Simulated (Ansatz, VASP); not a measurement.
**Li2H in VASP and in Ansatz**

```
Li H
1.0
     3.12063    0.00000    0.00000
    -1.56032    2.70255    0.00000
     0.00000    0.00000    3.36945
Li H
2 1
Cartesian
  0.0000 1.8017 1.6847
  1.5603 0.9008 1.6847
  0.0000 0.0000 0.0000
```

Alike in both runs: task relaxation of cell and atoms; functional PBE; k mesh 6 × 6 × 6; occupations gaussian, width 0.1 eV; no spin polarisation.

|  | VASP | Ansatz |
| --- | --- | --- |
| version | VASP 6.6.1 | Ansatz 0.2.0 |
| potentials or method | VASP PAW PBE potentials, release 64 (Li_sv, H) | scalar-relativistic, plane waves, PAW |
| plane-wave cutoff (eV) | 600 | 420 |
| valence electrons in the cell | 7 | 7 |

VASP gave:

* gap on the k mesh at the Fermi level, each at its own relaxed structure (eV): none
* relaxed volume (Å³/atom): 11.58
* relaxed cell length with the largest relative difference (Å): 3.915
* energy change over the relaxation (meV/atom): -591

Estimate Ansatz's values.

gap on the k mesh at the Fermi level, each at its own relaxed structure (eV): none; relaxed volume (Å³/atom): 13.01; relaxed cell length with the largest relative difference (Å): 4.122; energy change over the relaxation (meV/atom): -635.

A gap of «none» marks a metal or a gap that the smearing closes. One of these differences is far larger than is usual between the two programs; its cause wasn't traced.

Caveats: the k mesh is coarse (spacing up to 0.39 Å⁻¹), so the values aren't converged; the cutoff is under 1.25 times the usual one of these potentials, so pressure, stress and relaxed cells hold a basis-set (Pulay) error (VASP); the volume moved by over 15 % at a fixed basis, so the end points are rough (VASP).
